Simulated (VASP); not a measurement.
# Ta: relaxation of the atoms with PBE+D3(BJ)

Crystal: Ta.

```
Ta
1.0
    -1.66548    1.66548    1.66548
     1.66548   -1.66548    1.66548
     1.66548    1.66548   -1.66548
Ta
1
Direct
  0.00000 0.00000 0.00000
```

The cell isn't the ideal one: a relaxed cell with its volume scaled by 1.04.

```json
{
 "Program": "VASP 6.6.1",
 "Task": "relaxation of the atoms",
 "Functional": "PBE",
 "Dispersion": "D3(BJ)",
 "Potentials or basis": "VASP PAW PBE potentials, release 64 (Ta_pv)",
 "Cutoff": "600 eV",
 "k mesh": "16 × 16 × 16",
 "Occupations": "methfessel-paxton, width 0.1 eV",
 "Spin": "no spin polarisation",
 "Further INCAR settings": "ALGO = Normal; EDIFF = 1e-07; IBRION = 2; EDIFFG = -0.01; NSW = 40"
}
```

| Quantity | Value |
| --- | --- |
| Pressure after relaxing | -7.5 GPa |
| Band gap on the k mesh | none (metal or under the smearing width) |
| Dispersion energy per atom | -0.645 eV |

Final structure:
```cif
data_structure
_symmetry_space_group_name_H-M 'P 1'
_symmetry_Int_Tables_number 1
_cell_length_a 2.8847
_cell_length_b 2.8847
_cell_length_c 2.8847
_cell_angle_alpha 109.471
_cell_angle_beta 109.471
_cell_angle_gamma 109.471
_cell_volume 18.48
loop_
_atom_site_label
_atom_site_type_symbol
_atom_site_fract_x
_atom_site_fract_y
_atom_site_fract_z
_atom_site_occupancy
Ta1 Ta 0.00000 0.00000 0.00000 1
```

Levels at points of the mesh, in eV from the Fermi level:
```csv
k point,band 1,band 2,band 3,band 4,band 5,band 6,band 7,band 8,band 9
"(0.00, 0.00, 0.00)",-33.16,-33.16,-33.16,-7.80,0.75,0.75,0.75,3.93,3.93
"(0.50, 0.00, 0.00)",-34.24,-33.51,-33.17,-4.25,-1.45,1.49,3.80,4.79,7.56
"(0.50, 0.50, 0.50)",-33.92,-33.92,-33.92,-3.63,-3.63,6.64,6.64,6.64,8.44
```

Run time: 10 s on 1 thread of Intel(R) Xeon(R) Platinum 8488C (Sapphire Rapids) (shared host), peak memory 0.16 GiB.

Caveat: the relaxation stopped at its first step, so nothing moved; pairwise dispersion overbinds metals, which lowers pressure and volume. Spin-orbit coupling is left out, which matters for the levels of Ta.
